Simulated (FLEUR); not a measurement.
# Te (P3_121) in FLEUR: further runs, part 2 of 2

FLEUR MaX-R8.1 (later development tree). Earlier steps stand in the parts before.

### Step 5. Equation of state, SCAN, 33.93 Å³/atom

inp.xml

```xml
<?xml version="1.0" encoding="UTF-8" standalone="no"?>
<fleurInput fleurInputVersion="0.39">
   <comment>
      Te                                                                                                  
   </comment>
   <calculationSetup>
      <cutoffs Kmax="4.1" Gmax="12.7" GmaxXC="12.7" numbands="0"/>
      <scfLoop itmax="60" minDistance="0.00001" maxIterBroyd="15" imix="Anderson" alpha="0.05" precondParam="0.0" spinf="2.0" sdNocoIR="T"/>
      <coreElectrons ctail="F" frcor="F" kcrel="0" coretail_lmax="0"/>
      <xcFunctional name="LibXC" relativisticCorrections="F">
         <LibXCName exchange="mgga_x_scan" correlation="mgga_c_scan"/>
         <AuxGGA exchange="117" correlation="130"/>
      </xcFunctional>
      <magnetism jspins="1"/>
      <soc l_soc="F" theta="0.0" phi="0.0" spav="F"/>
      <expertModes spex="0" secvar="F"/>
      <geometryOptimization l_f="F" forcealpha="1.0" forcemix="BFGS" epsdisp="0.00001" epsforce="0.00001"/>
      <ldaU l_linMix="F" mixParam="0.05" spinf="1.0"/>
   </calculationSetup>
   <cell>
      <bzIntegration valenceElectrons="66.0" mode="hist" fermiSmearingEnergy="0.00183747">
         <kPointListSelection listName="default-1"/>
         <!-- k-points included here -->
         <xi:include xmlns:xi="http://www.w3.org/2001/XInclude" href="kpts.xml"> </xi:include>
      </bzIntegration>
      <!-- symmetry operations included here -->
      <xi:include xmlns:xi="http://www.w3.org/2001/XInclude" href="sym.xml"> </xi:include>
      <bulkLattice scale="1.0000000000">
         <bravaisMatrix>
            <row-1>    8.4168401589683999     0.0000000000000000     0.0000000000000000</row-1>
            <row-2>   -4.2084200794841999     7.2891973973430435     0.0000000000000000</row-2>
            <row-3>    0.0000000000000000     0.0000000000000000    11.1947375621304008</row-3>
         </bravaisMatrix>
      </bulkLattice>
   </cell>
   <atomSpecies>
      <species name="Tellurium (Te)" element="Te" atomicNumber="52">
         <mtSphere radius="2.43" gridPoints="829" logIncrement="0.016"/>
         <atomicCutoffs lmax="10" lnonsphr="8"/>
         <electronConfig flipSpins="F">
            <coreConfig>(1s1/2) (2s1/2) (2p1/2) (2p3/2) (3s1/2) (3p1/2) (3p3/2) (4s1/2) (3d3/2) (3d5/2)</coreConfig>
            <valenceConfig>(4p1/2) (4p3/2) (5s1/2) (4d3/2) (4d5/2) (5p1/2) (5p3/2)</valenceConfig>
            <stateOccupation state="(5p1/2)" spinUp="0.666667" spinDown="0.666667"/>
            <stateOccupation state="(5p3/2)" spinUp="1.333333" spinDown="1.333333"/>
         </electronConfig>
         <energyParameters s="5" p="5" d="5" f="4"/>
         <lo type="SCLO" l="1" n="4" eDeriv="0"/>
         <lo type="SCLO" l="1" n="4" eDeriv="1"/>
         <lo type="SCLO" l="2" n="4" eDeriv="0"/>
         <lo type="SCLO" l="2" n="4" eDeriv="1"/>
         <lo type="SCLO" l="0" n="5" eDeriv="2"/>
         <lo type="SCLO" l="3" n="4" eDeriv="2"/>
      </species>
   </atomSpecies>
   <atomGroups>
      <atomGroup species="Tellurium (Te)">
         <relPos label="                   1">-.2690000000 -.2690000000 .0000000000</relPos>
         <relPos label="                   2">.0000000000 .2690000000 -1.000/3.000</relPos>
         <relPos label="                   3">.2690000000 .0000000000 1.000/3.000</relPos>
         <force calculate="T" relaxXYZ="TTT"/>
      </atomGroup>
   </atomGroups>
   <output dos="F" band="F" slice="F">
      <checks vchk="F" cdinf="F"/>
      <bandDOS minEnergy="-.5*Htr" maxEnergy="0.5*Htr" sigma="0.015" storeEVData="T"/>
      <vacuumDOS vacdos="F" integ="F" star="F" nstars="0" locx1="0.0" locy1="0.0" locx2="0.0" locy2="0.0" nstm="0" tworkf="0.0"/>
      <unfoldingBand unfoldBand="F" supercellX="1" supercellY="1" supercellZ="1"/>
      <plotting iplot="0" polar="F">
         <plot TwoD="T" vec1="  1.0  0.0  0.0" vec2="  0.0  1.0  0.0" vec3="  0.0  0.0  1.0" zero="  0.0  0.0  0.0" file="plot"/>
      </plotting>
      <chargeDensitySlicing numkpt="0" minEigenval="0.0" maxEigenval="0.0" nnne="0" pallst="F"/>
      <specialOutput eonly="F"/>
      <moessbauerParams electricFieldGradient="T" isomerShift="T" coreHyperfine="T" valenceHyperfine="T"/>
      <magneticCircularDichroism mcd="F" energyLo="-10.0" energyUp="0.0"/>
   </output>
  <!-- We include the file relax.xml here to enable relaxations (see documentation) -->
  <xi:include xmlns:xi="http://www.w3.org/2001/XInclude" href="relax.xml"> <xi:fallback/> </xi:include>
</fleurInput>
```

Started as:

```bash
inpgen -f crystal.txt -profile fastHighL
# inp.xml edited to the form shown
fleur_MPI
```

Wall time 7.2 min (1 thread of Arm Neoverse V2, shared host); peak memory 0.15 GiB.

Results (log left out):

```
Free energy                                           : -554895.3036 eV
Band gap on the k mesh                                : 0.72 eV, indirect (least direct gap 0.86 eV)
Valence electrons inside the program's atomic spheres : Te 19.36 (radii Te 2.43 bohr)
```

Caveat: the meta-GGA is that of a development version, with a GGA for the radial functions and cores and without core tails; spin-orbit coupling is left out, which moves the levels of the heavy elements; an odd mesh through Γ misses points on the zone boundary, where band edges often lie.

### Step 6. Equation of state, SCAN, 35.28 Å³/atom (volume scaled by 1.04)

inp.xml: that of step 5 with these lines changed.

```diff
@@ -27,3 +27,3 @@
       <xi:include xmlns:xi="http://www.w3.org/2001/XInclude" href="sym.xml"> </xi:include>
-      <bulkLattice scale="1.0000000000">
+      <bulkLattice scale="1.0131594038">
          <bravaisMatrix>
```

Potentials or basis: all-electron, FLAPW.

Started as:

```bash
inpgen -f crystal.txt -profile fastHighL
# inp.xml edited to the form shown
fleur_MPI
```

Wall time 7.7 min (1 thread of Arm Neoverse V2, shared host); peak memory 0.16 GiB.

Results (log left out):

* Free energy: -554895.2809 eV
* Band gap on the k mesh: 0.75 eV, indirect (least direct gap 0.85 eV)
* Valence electrons inside the program's atomic spheres: Te 19.34 (radii Te 2.43 bohr)

Caveat: the meta-GGA is that of a development version, with a GGA for the radial functions and cores and without core tails; spin-orbit coupling is left out, which moves the levels of the heavy elements; an odd mesh through Γ misses points on the zone boundary, where band edges often lie.

### Step 7. Equation of state, SCAN, 35.96 Å³/atom (volume scaled by 1.06)

inp.xml: that of step 6 with these lines changed.

```diff
@@ -27,3 +27,3 @@
       <xi:include xmlns:xi="http://www.w3.org/2001/XInclude" href="sym.xml"> </xi:include>
-      <bulkLattice scale="1.0131594038">
+      <bulkLattice scale="1.0196128224">
          <bravaisMatrix>
```

Started as:

```bash
inpgen -f crystal.txt -profile fastHighL
# inp.xml edited to the form shown
fleur_MPI
```

Run time: 9.3 min. Hardware: 1 thread of Arm Neoverse V2, shared host; peak memory 0.16 GiB.

It converged, with:

```yaml
Free_energy: -554895.2541 eV
Band_gap_on_the_k_mesh: 0.75 eV, indirect (least direct gap 0.84 eV)
Valence_electrons_inside_the_program's_atomic_spheres: Te 19.33 (radii Te 2.43 bohr)
```

Caveat: the meta-GGA is that of a development version, with a GGA for the radial functions and cores and without core tails; spin-orbit coupling is left out, which moves the levels of the heavy elements; an odd mesh through Γ misses points on the zone boundary, where band edges often lie.

### Step 8. Equation of state, SCAN

Potentials or basis: all-electron, FLAPW.

No new run: the results of the series are fitted here.

What came out:

```
Equilibrium volume                        : 33.94 Å³/atom
Bulk modulus at fixed shape and positions : 49 GPa
```

Energy against volume, from the lowest point:
| volume (Å³/atom) | energy (meV/atom) |
| --- | --- |
| 31.890 | 21.58 |
| 32.568 | 9.31 |
| 33.925 | 0.00 |
| 35.282 | 7.55 |
| 35.961 | 16.49 |

Caveat: the meta-GGA is that of a development version, with a GGA for the radial functions and cores and without core tails; the cell was scaled at fixed shape and fractional positions, which overstates the stiffness of a crystal with free parameters, most of all of layers and chains.
